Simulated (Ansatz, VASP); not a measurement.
# Cross-check of VSb2 between VASP and Ansatz

One calculation is typed for both programs; each brings its own data sets and cutoff. How far apart do they land?

Program: Ansatz 0.2.0. Level of theory: plane waves, with VASP 6.6.1 beside it; relaxation of cell and atoms at PBEsol, DFT+U. Results are calculated unless marked as measured.

## Step 1: Starting point

The structure is tetragonal, space group I4/mcm (No. 140). Conventional cell: a = 6.554 Å, b = 6.554 Å, c = 5.637 Å, α = 90.00°, β = 90.00°, γ = 90.00°. Nearest to Sb lie 4 V at 2.85 Å and 1 Sb at 2.89 Å. Nearest to V lie 2 V at 2.82 Å and 8 Sb at 2.85 Å. Farther neighbours are not listed.

As a file:

```
Sb V
1.0
    -3.27690    3.27690    2.81830
     3.27690   -3.27690    2.81830
     3.27690    3.27690   -2.81830
Sb V
4 2
Cartesian
  1.0203 2.2566 2.8183
  2.2566 -1.0203 2.8183
  2.2566 1.0203 0.0000
  1.0203 4.2972 0.0000
  0.0000 0.0000 4.2274
  0.0000 0.0000 1.4091
```

## Step 2: VASP: relaxation of cell and atoms, PBEsol, DFT+U

The relaxed volume is the usual yardstick between codes: its relative difference is about their pressure difference at one cell divided by the bulk modulus.

Lines of VASP's logs that name or quote its potential files are left out, and so is its time.

The input, INCAR:

```
SYSTEM = VSb2
PREC = Accurate
ENCUT = 450
EDIFF = 1E-07
NELM = 100
ISMEAR = 1
SIGMA = 0.15
LREAL = .FALSE.
ALGO = Normal
GGA = PS
NBANDS = 32
ISPIN = 2
MAGMOM = 0 0 0 0 2 2
LDAU = .TRUE.
LDAUTYPE = 2
LDAUL = -1 2
LDAUU = 0 3.25
LDAUJ = 0 0
LDAUPRINT = 1
LASPH = .TRUE.
LMAXMIX = 4
LORBIT = 11
LWAVE = .FALSE.
LCHARG = .FALSE.
KPAR = 4
IBRION = 2
NSW = 50
ISIF = 3
EDIFFG = -0.002
```

The input, POSCAR:

```
VSb2
1.0
   -3.2769000000      3.2769000000      2.8183000000
    3.2769000000     -3.2769000000      2.8183000000
    3.2769000000      3.2769000000     -2.8183000000
Sb V
4 2
Direct
    0.8443200000      0.6556800000      0.5000000000
    0.3443200000      0.8443200000      0.1886400000
    0.1556800000      0.3443200000      0.5000000000
    0.6556800000      0.1556800000      0.8113600000
    0.7500000000      0.7500000000      0.0000000000
    0.2500000000      0.2500000000      0.0000000000
```

The input, KPOINTS:

```
Automatic mesh
0
Gamma
8 8 8
0 0 0
```

The projector-augmented-wave data sets are Sb and V_sv (PBE family, release 64).

Command:

```bash
$ mpirun -np 4 vasp_std
```

Numbers of over 12 decimals in the logs are rounded to 6 here.

What it wrote:

```text
[banner, memory and clock lines left out]
running    4 mpi-ranks, on    1 nodes
 distrk:  each k-point on    1 cores,    4 groups
 distr:  one band on    1 cores,    1 groups

 POSCAR found type information on POSCAR SbV
 POSCAR found :  2 types and       6 ions
|                                                                             |
|               ----> ADVICE to this user running VASP <----                  |
|                                                                             |
|     You enforced a specific xc type in the INCAR file but a different       |
|     [... a line on the potential file left out ...]
|     I HOPE YOU KNOW WHAT YOU ARE DOING!                                     |
|                                                                             |

 LDA part: xc-table for (Slater+PW92), standard interpolation
 POSCAR, INCAR and KPOINTS ok, starting setup
 FFT: planning ... GRIDC
 FFT: planning ... GRID_SOFT
 FFT: planning ... GRID
 WAVECAR not read
 entering main loop
       N       E                     dE             d eps       ncg     rms          rms(c)
DAV:   1     0.410027903884E+03    0.41003E+03   -0.21445E+04  8920   0.118E+03
DAV:   2    -0.870550073010E+01   -0.41873E+03   -0.40036E+03  8576   0.353E+02
DAV:   3    -0.342154051140E+02   -0.25510E+02   -0.24425E+02  9920   0.851E+01
DAV:   4    -0.347950620596E+02   -0.57966E+00   -0.57577E+00  9248   0.129E+01
DAV:   5    -0.348058703785E+02   -0.10808E-01   -0.10796E-01  9864   0.185E+00    0.259E+01
DAV:   6    -0.387142481411E+02   -0.39084E+01   -0.73825E+01 10272   0.524E+01    0.272E+01
DAV:   7    -0.317572821584E+02    0.69570E+01   -0.43096E+01  9920   0.472E+01    0.991E+00
DAV:   8    -0.316915793888E+02    0.65703E-01   -0.27439E+00  8840   0.812E+00    0.373E+00
DAV:   9    -0.316978396266E+02   -0.62602E-02   -0.47628E-01  9760   0.393E+00    0.174E+00
DAV:  10    -0.317209433634E+02   -0.23104E-01   -0.51159E-02  9368   0.127E+00    0.102E+00
DAV:  11    -0.317434712441E+02   -0.22528E-01   -0.77433E-02 10016   0.133E+00    0.411E-01
DAV:  12    -0.317466193042E+02   -0.31481E-02   -0.59775E-03  9144   0.394E-01    0.267E-01
DAV:  13    -0.317479084731E+02   -0.12892E-02   -0.12190E-03 10024   0.139E-01    0.119E-01
DAV:  14    -0.317486489703E+02   -0.74050E-03   -0.11497E-03  8928   0.123E-01    0.593E-02
DAV:  15    -0.317487507003E+02   -0.10173E-03   -0.33940E-04  9792   0.763E-02    0.264E-02
DAV:  16    -0.317487600629E+02   -0.93626E-05   -0.37468E-05  9640   0.296E-02    0.131E-02
DAV:  17    -0.317487626015E+02   -0.25386E-05   -0.51511E-06  9008   0.110E-02    0.702E-03
DAV:  18    -0.317487634210E+02   -0.81954E-06   -0.24091E-06  9560   0.863E-03    0.354E-03
DAV:  19    -0.317487637329E+02   -0.31194E-06   -0.28872E-07  7224   0.285E-03    0.255E-03
DAV:  20    -0.317487638890E+02   -0.15606E-06   -0.55670E-08  4488   0.185E-03    0.105E-03
DAV:  21    -0.317487639205E+02   -0.31464E-07   -0.24121E-08  4416   0.813E-04
   1 F= -.31748764E+02 E0= -.31749078E+02  d E =-.317488E+02  mag=     2.0986
[...]
2 F= -.31750641E+02 E0= -.31751376E+02  d E =-.187730E-02  mag=     2.1283
[...]
3 F= -.31750992E+02 E0= -.31751615E+02  d E =-.222848E-02  mag=     2.1216
[...]
4 F= -.31751484E+02 E0= -.31752141E+02  d E =-.491485E-03  mag=     2.1171
[...]
5 F= -.31751533E+02 E0= -.31752211E+02  d E =-.540630E-03  mag=     2.1151
 curvature:  -0.76 expect dE=-0.198E-05 dE for cont linesearch -0.429E-06
 ZBRENT: interpolating
 opt :   1.3578  next Energy=   -31.751533 (dE=-0.541E-03)
 bond charge predicted
       N       E                     dE             d eps       ncg     rms          rms(c)
DAV:   1    -0.317515345254E+02   -0.15072E-05   -0.39594E-05  8328   0.524E-02    0.913E-03
DAV:   2    -0.317515350727E+02   -0.54735E-06   -0.16987E-05 10200   0.304E-02    0.121E-02
DAV:   3    -0.317515334609E+02    0.16119E-05   -0.61085E-06  9920   0.175E-02    0.209E-03
DAV:   4    -0.317515333272E+02    0.13366E-06   -0.27243E-07  7240   0.337E-03    0.719E-04
DAV:   5    -0.317515333247E+02    0.24766E-08   -0.16649E-08  4128   0.100E-03
   6 F= -.31751533E+02 E0= -.31752209E+02  d E =-.540920E-03  mag=     2.1153
 curvature:  -0.75 expect dE=-0.107E-05 dE for cont linesearch -0.311E-09
 trial: gam= 0.00995 g(F)=  0.221E-06 g(S)=  0.120E-05 ort = 0.610E-06 (trialstep = 0.103E+01)
 search vector abs. value=  0.152E-05
 reached required accuracy - stopping structural energy minimisation
```

OUTCAR, selected parts (step 2):

```text
ion  position               nearest neighbor table
   1  0.844  0.656  0.500-   6 2.85   5 2.85   5 2.85   6 2.85   3 2.89   3 3.32   3 3.32   4 3.48
                             2 3.48   4 3.48   2 3.48   4 3.50   2 3.50   2 3.50   4 3.50
   2  0.344  0.844  0.189-   5 2.85   6 2.85   6 2.85   5 2.85   4 2.89   4 3.32   4 3.32   1 3.48
                             3 3.48   3 3.48   1 3.48   1 3.50   3 3.50   1 3.50   3 3.50
   3  0.156  0.344  0.500-   5 2.85   6 2.85   6 2.85   5 2.85   1 2.89   1 3.32   1 3.32   4 3.48
                             2 3.48   4 3.48   2 3.48   4 3.50   2 3.50   4 3.50   2 3.50
   4  0.656  0.156  0.811-   5 2.85   6 2.85   6 2.85   5 2.85   2 2.89   2 3.32   2 3.32   1 3.48
                             3 3.48   3 3.48   1 3.48   1 3.50   3 3.50   1 3.50   3 3.50
   5  0.750  0.750  0.000-   6 2.82   6 2.82   2 2.85   4 2.85   3 2.85   1 2.85   1 2.85   4 2.85
                             3 2.85   2 2.85
   6  0.250  0.250  0.000-   5 2.82   5 2.82   2 2.85   4 2.85   2 2.85   1 2.85   3 2.85   1 2.85
                             4 2.85   3 2.85

  LATTYP: Found a body centered tetragonal cell.
 ALAT       =     6.5538000000
 C/A-ratio  =     0.8600506576

 Subroutine GETGRP returns: Found 16 space group operations
 (whereof  8 operations were pure point group operations)

The static configuration has the point symmetry C_4h.
 The point group associated with its full space group is D_4h.

 Found     59 irreducible k-points:

   k-points           NKPTS =     59   k-points in BZ     NKDIM =     59   number of bands    NBANDS=     32

   dimension x,y,z NGX =    40 NGY =   40 NGZ =   40
   dimension x,y,z NGXF=    80 NGYF=   80 NGZF=   80

   ENCUT  =  450.0 eV  33.07 Ry    5.75 a.u.   9.38  9.38  9.38*2*pi/ulx,y,z

   NELECT =      46.0000    total number of electrons

 k-points in reciprocal lattice and weights: Automatic mesh
   0.00000000  0.00000000  0.00000000       0.002
   0.12500000  0.00000000  0.00000000       0.016
   0.25000000  0.00000000  0.00000000       0.016
   0.37500000  0.00000000  0.00000000       0.016
   0.50000000  0.00000000  0.00000000       0.008
   0.12500000  0.12500000  0.00000000       0.016
   0.25000000  0.12500000  0.00000000       0.031
   0.37500000  0.12500000 -0.00000000       0.031
   0.50000000  0.12500000  0.00000000       0.031
[...]
-0.37500000 -0.37500000  0.37500000       0.004
   0.50000000  0.50000000  0.50000000       0.002

atom =   5  type =  2  l = 2

 onsite density matrix

spin component  1

  0.5699  0.0000  0.0000 -0.0000 -0.0000
  0.0000  0.2360 -0.0000 -0.0000  0.0000
[...]
o =  0.1484  v =  0.0000  0.0000  0.0000  0.0000  0.0000  0.0000  0.1322 -0.0000 -0.9912  0.0000      0.0000  0.0000  0.0000  0.0000  0.0000  0.0000  0.0000  0.0000  0.0000  0.0000
  o =  0.1484  v =  0.0000  0.0000  0.0000  0.0000  0.0000  0.0000  0.9912  0.0000  0.1322  0.0000      0.0000  0.0000  0.0000  0.0000  0.0000  0.0000  0.0000  0.0000  0.0000  0.0000
  o =  0.1908  v =  0.0000  0.0000  0.0000  0.0000  0.0000  0.0000 -0.0000 -0.0000 -0.0000  1.0000      0.0000  0.0000  0.0000  0.0000  0.0000  0.0000  0.0000  0.0000  0.0000  0.0000
  o =  0.2360  v =  0.0000 -0.9843  0.0000  0.1763 -0.0000  0.0000  0.0000  0.0000  0.0000  0.0000      0.0000  0.0000  0.0000  0.0000  0.0000  0.0000  0.0000  0.0000  0.0000  0.0000
  o =  0.2360  v =  0.0000 -0.1763  0.0000 -0.9843 -0.0000  0.0000  0.0000  0.0000  0.0000  0.0000      0.0000  0.0000  0.0000  0.0000  0.0000  0.0000  0.0000  0.0000  0.0000  0.0000
  o =  0.2978  v =  0.0000  0.0000  0.0000  0.0000  0.0000  0.0000 -0.0000  1.0000 -0.0000  0.0000      0.0000  0.0000  0.0000  0.0000  0.0000  0.0000  0.0000  0.0000  0.0000  0.0000
  o =  0.4782  v =  0.0000  0.0000 -0.0000 -0.0000  1.0000  0.0000  0.0000  0.0000  0.0000  0.0000      0.0000  0.0000  0.0000  0.0000  0.0000  0.0000  0.0000  0.0000  0.0000  0.0000
  o =  0.5699  v =  1.0000  0.0000  0.0000  0.0000  0.0000  0.0000  0.0000  0.0000  0.0000  0.0000      0.0000  0.0000  0.0000  0.0000  0.0000  0.0000  0.0000  0.0000  0.0000  0.0000
  o =  0.6325  v =  0.0000 -0.0000 -1.0000 -0.0000  0.0000  0.0000  0.0000  0.0000  0.0000  0.0000      0.0000  0.0000  0.0000  0.0000  0.0000  0.0000  0.0000  0.0000  0.0000  0.0000

 average (electrostatic) potential at core
       1 -82.4013       2 -82.4013       3 -82.4013       4 -82.4013       5 -70.5430
       6 -70.5430

 E-fermi :  10.3340

 spin component 1
 k-point     1 :       0.0000    0.0000    0.0000
  band No.  band energies     occupation
    ...
     20       7.2542      1.00000
     21       7.8179      1.00000
     22       7.8569      1.00000
     23       9.0971      1.00000
     24       9.1945      1.00000
     25      10.7929     -0.00007
     26      10.8151     -0.00003
     27      11.0532     -0.00000
     28      11.0532     -0.00000
     29      11.1662     -0.00000
    ...

 k-point     2 :       0.1250    0.0000    0.0000
  band No.  band energies     occupation
    ...
     20       7.4727      1.00000
     21       7.8092      1.00000
     22       7.9201      1.00000
     23       9.2245      1.00000
     24       9.3134      1.00000
     25      10.7390     -0.00045
     26      10.8577     -0.00000
     27      10.8784     -0.00000
     28      11.0077     -0.00000
     29      11.2870     -0.00000
    ...

 k-point     3 :       0.2500    0.0000    0.0000
  band No.  band energies     occupation
    ...
     20       7.8662      1.00000
     21       8.1458      1.00000
     22       8.4497      1.00000
     23       9.3542      1.00000
     24       9.5615      1.00000
     25      10.6438     -0.00644
     26      10.6760     -0.00292
     27      10.7628     -0.00020
     28      11.2364     -0.00000
     29      11.3963     -0.00000
    ...

 k-point     4 :       0.3750    0.0000    0.0000
  band No.  band energies     occupation
    ...
     20       8.1299      1.00000
     21       8.6051      1.00000
     22       9.0384      1.00000
     23       9.6695      1.00000
     24       9.6891      1.00000
     25      10.4143      0.11123
     26      10.4711     -0.01378
     27      10.8149     -0.00003
     28      11.3447     -0.00000
     29      11.5823     -0.00000
    ...

 k-point     5 :       0.5000    0.0000    0.0000
  band No.  band energies     occupation
    ...
     22       9.0287      1.00000
     23       9.9032      1.00019
     24       9.9032      1.00019
     25      10.1170      1.02994
     26      10.1170      1.02994
     27      11.1314     -0.00000
     28      11.1314     -0.00000
     29      11.7243     -0.00000
     30      11.7243     -0.00000
     31      12.8054     -0.00000
    ...

 k-point     6 :       0.1250    0.1250    0.0000
  band No.  band energies     occupation
    ...
     20       7.9032      1.00000
     21       8.0102      1.00000
     22       8.4110      1.00000
     23       9.1183      1.00000
     24       9.5188      1.00000
     25      10.6300     -0.00871
     26      10.7231     -0.00075
     27      10.7307     -0.00059
     28      11.0934     -0.00000
     29      11.6424     -0.00000
    ...

  Total        0.0083161      0.0083161     -0.0032868      0.0000000      0.0000000      0.0000000
  in kB        0.1093195      0.1093195     -0.0432069      0.0000000      0.0000000      0.0000000
  external PRESSURE =       0.0584774 kB  Pullay stress =       0.0000000 kB

  energy-cutoff  :      450.00
  volume of cell :      121.88
      direct lattice vectors                 reciprocal lattice vectors
    -3.281847546  3.281847546  2.829003174     0.000000000  0.152353207  0.176740700
     3.281847546 -3.281847546  2.829003174     0.152353207  0.000000000  0.176740700
     3.281847546  3.281847546 -2.829003174     0.152353207  0.152353207  0.000000000

 POSITION                                       TOTAL-FORCE (eV/Angst)
 -----------------------------------------------------------------------------------
      1.01689      2.26496      2.82900        -0.000756      0.000756      0.000000
      2.26496     -1.01689      2.82900         0.000756      0.000756      0.000000
      2.26496      1.01689     -0.00000         0.000756     -0.000756      0.000000
      1.01689      4.29874     -0.00000        -0.000756     -0.000756     -0.000000
      0.00000      0.00000      4.24350        -0.000000     -0.000000      0.000000
      0.00000      0.00000      1.41450        -0.000000     -0.000000      0.000000
 -----------------------------------------------------------------------------------
    total drift:                               -0.000000     -0.000000      0.000000

  FREE ENERGIE OF THE ION-ELECTRON SYSTEM (eV)
  ---------------------------------------------------
  free  energy   TOTEN  =       -31.7515333247 eV

  energy  without entropy=      -31.7535608166  energy(sigma->0) =      -31.75220916

 reached required accuracy - stopping structural energy minimisation

 total charge
# of ion       s       p       d       tot
------------------------------------------
    1        1.158   1.241   0.056   2.455
    2        1.158   1.241   0.056   2.455
    3        1.158   1.241   0.056   2.455
    4        1.158   1.241   0.056   2.455
    5        2.219   6.158   3.057  11.434
    6        2.219   6.158   3.057  11.434
--------------------------------------------------
tot          9.071  17.280   6.339  32.690

 magnetization (x)
# of ion       s       p       d       tot
------------------------------------------
    1       -0.010  -0.075   0.002  -0.083
    2       -0.010  -0.075   0.002  -0.083
    3       -0.010  -0.075   0.002  -0.083
    4       -0.010  -0.075   0.002  -0.083
    5        0.013   0.009   1.217   1.239
    6        0.013   0.009   1.217   1.239
--------------------------------------------------
tot         -0.014  -0.281   2.442   2.147

[... 6 further parts left out ...]
```

CONTCAR:

```
VSb2
   1.00000000000000
    -3.2818475457650269    3.2818475457650269    2.8290031738756993
     3.2818475457650269   -3.2818475457650269    2.8290031738756993
     3.2818475457650269    3.2818475457650269   -2.8290031738756993
  Sb              V
     4     2
Direct
     0.8450737937753259    0.6549262062246741    0.5000000000000000
     0.3450737937753258    0.8450737937753259    0.1901475875506446
     0.1549262062246741    0.3450737937753258    0.5000000000000000
     0.6549262062246741    0.1549262062246741    0.8098524124493555
     0.7500000000000000    0.7500000000000000    0.0000000000000000
     0.2500000000000000    0.2500000000000000    0.0000000000000000
```

The magnetic state follows from one typed start and may not be the lowest. A U on the itinerant d states of such a compound is hard to justify; it moves the bands at the Fermi level and favours large moments. The run keeps the 16 symmetry operations of its start, so it cannot find a distortion of lower symmetry.

(Continued in part 2 of 2.)

[Lines on the potential files, build, host, timing and source positions are cut from VASP's logs without a mark.]

[Logs are printed without paths, hosts, clocks, repeated set-up lines and the standing remarks that a program may print on its own settings, such as how far it seeks lower states.]

[Hosts, paths, dates, database ids (printed as entryN), source tags and the programs' standing remarks are cut or masked in the printed files.]
